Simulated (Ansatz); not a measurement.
KH9O5: Quadrupolar parameters

The cell is a computed structure from the Materials Project (it need not be an observed phase), taken as it stands.

```cif
data_KH9O5
_symmetry_space_group_name_H-M 'P2_1/c'
_symmetry_Int_Tables_number 14
_cell_length_a 7.1575
_cell_length_b 11.2938
_cell_length_c 7.1721
_cell_angle_alpha 90.000
_cell_angle_beta 99.182
_cell_angle_gamma 90.000
loop_
_atom_site_label
_atom_site_type_symbol
_atom_site_symmetry_multiplicity
_atom_site_Wyckoff_symbol
_atom_site_fract_x
_atom_site_fract_y
_atom_site_fract_z
K K 4 e 0.5684 0.8391 0.6502
H5 H 4 e 0.0341 0.9071 0.3788
H9 H 4 e 0.0927 0.9077 0.6033
H13 H 4 e 0.9219 0.7563 0.9879
H17 H 4 e 0.8626 0.8800 0.0725
H19 H 4 e 0.2379 0.9006 0.8963
H21 H 4 e 0.3367 0.0547 0.7586
H25 H 4 e 0.5430 0.1009 0.8378
H29 H 4 e 0.9833 0.5346 0.3408
H33 H 4 e 0.2375 0.7325 0.4665
O41 O 4 e 0.0930 0.8557 0.4883
O45 O 4 e 0.8195 0.8169 0.9765
O49 O 4 e 0.4603 0.0718 0.7216
O53 O 4 e 0.3235 0.8360 0.9581
O57 O 4 e 0.0842 0.0012 0.7824
```

One atom of each set is listed.

Level of theory: DFT, r2SCAN, plane waves and PAW, scalar-relativistic, 500 eV cutoff, Γ-centred 3×2×3 k-points, Fermi–Dirac smearing 0.02 eV (Ansatz 0.2.0).

C_Q = eQV_zz/h, which is 24.18 MHz for Q = 1 b and V_zz = 10²¹ V/m²; η = (V_xx − V_yy)/V_zz.

K-41: I = 3/2, Q = 73.40 mb; ²H: I = 1, Q = 2.858 mb; ¹⁷O: I = 5/2, Q = -25.58 mb. Q values from Pyykkö, Mol. Phys. 116, 1328 (2018).

Q: Give the quadrupolar parameters of the distinct sites.

A: 

| site | atoms | first shell | V_zz (10²¹ V/m²) | η | C_Q (MHz) |
| --- | --- | --- | --- | --- | --- |
| K | 4 | 8 O at 2.73–3.42 Å | 2.26 | 0.47 | 4.00 |
| H5 | 4 | 1 O at 1.01 Å; also 1 O at 1.68 Å | 2.40 | 0.14 | 0.166 |
| H9 | 4 | 1 O at 1.01 Å; also 1 O at 1.67 Å | 2.37 | 0.14 | 0.164 |
| H13 | 4 | 1 O at 1.00 Å; also 1 O at 1.76 Å | 2.93 | 0.12 | 0.203 |
| H17 | 4 | 1 O at 1.00 Å; also 1 O at 1.70 Å | 2.61 | 0.12 | 0.180 |
| H19 | 4 | 1 O at 1.01 Å; also 1 O at 1.70 Å | 2.51 | 0.16 | 0.173 |
| H21 | 4 | 1 O at 0.98 Å; also 1 O at 1.94 Å | 3.56 | 0.11 | 0.246 |
| H25 | 4 | 1 O at 1.00 Å; also 1 O at 1.77 Å | 2.89 | 0.11 | 0.200 |
| H29 | 4 | 1 O at 0.98 Å; also 1 O at 2.35 Å | 3.99 | 0.01 | 0.275 |
| H33 | 4 | 1 O at 1.00 Å; also 1 O at 1.76 Å | 2.92 | 0.16 | 0.202 |
| O41 | 4 | 2 H at 1.01 Å, angle 104°; also 2 H at 1.76 Å | -11.41 | 0.79 | 7.06 |
| O45 | 4 | 2 H at 1.00 Å, angle 107°; also 2 K at 2.73–2.93 Å | -11.98 | 0.93 | 7.41 |
| O49 | 4 | 2 H at 0.98–1.00 Å, angle 106°; also 3 K at 2.81–3.17 Å | -13.74 | 0.88 | 8.50 |
| O53 | 4 | 2 H at 1.00–1.01 Å, angle 105°; also 1 H at 1.77 Å, 2 K at 2.85–3.03 Å | -12.33 | 0.83 | 7.62 |
| O57 | 4 | 1 H at 0.98 Å; also 5 H at 1.67–1.94 Å | 12.55 | 0.06 | -7.76 |

At H5, H9, H13, H17, H19 and H21 and others V_zz points along its bond to O (within 3°) in each case. At O57 V_zz points along its bond to H (within 2°).

The largest force is 0.6 eV/Å, so the atoms aren't at the calculated equilibrium and relaxing them would move these values. The lattice is static: at room temperature water may turn and average the couplings of its hydrogen. Where η is near 1 the sign of V_zz means little.

The run took 3.4 min of wall time (3.4 min of CPU time) and 2.1 GiB at its peak, on 1 thread of Arm Neoverse V2 (aarch64; 8 cores open to the job, memory cap 2.5 GiB, no GPU), a shared host with a load of 0.2 a core.
